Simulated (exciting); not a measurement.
Runs of exciting (release sodium) on GaP. The structure is cubic, space group F-43m (No. 216). Conventional cell: a = 5.451 Å, b = 5.451 Å, c = 5.451 Å, α = 90.00°, β = 90.00°, γ = 90.00°. Ga (site symmetry -43m) is surrounded by 4 P at 2.36 Å. P (site symmetry -43m) has 4 Ga at 2.36 Å as nearest neighbours. 

```csv
task,level,potentials or basis,k mesh,smearing,outputlevel,valence relativity,method,first band of the group,last band of the group,rgkmax,mesh quality,gap on the mesh (eV)
single point,LDA,"all-electron LAPW+lo, shipped species files, valence relativity iora*",8 × 8 × 8,gaussian 0.1 eV,normal,iora*,-,-,-,9,not flagged,1.49
Wannier functions,LDA,"all-electron LAPW+lo, shipped species files, valence relativity iora*",7 × 7 × 7,gaussian 0.005 eV,-,iora*,opfmax,7,9,7.5,not flagged,(b)
single point,r2SCAN,"all-electron LAPW+lo, shipped species files, valence relativity zora",4 × 4 × 4,gaussian 0.05 eV,high,zora,-,-,-,8,coarse,1.89
single point,PBE,"all-electron LAPW+lo, shipped species files, valence relativity iora*",8 × 8 × 8,fermi-dirac 0.05 eV,-,iora*,-,-,-,9,not flagged,1.65
single point,PBE,"all-electron LAPW+lo, shipped species files, valence relativity iora*",5 × 5 × 5,gaussian 0.027 eV,normal,iora*,-,-,-,8,not flagged,(a)
```

Alike in all rows: no spin polarisation; cell as given.

Task: Fill in the values left out.

Result: (a) 1.60; (b) 1.44.

Caveats: some runs use coarse meshes; an odd mesh through Γ misses points on the zone boundary, where band edges often lie (some runs); this version's total energy under meta-GGAs is doubtful, so none is listed (some runs); rgkmax is low for these elements, so energy differences scatter by about 1 meV per atom (some runs).

A k mesh can miss the band edges, and the runs leave out spin-orbit coupling on Ga.

Not every run made on this cell is shown here.
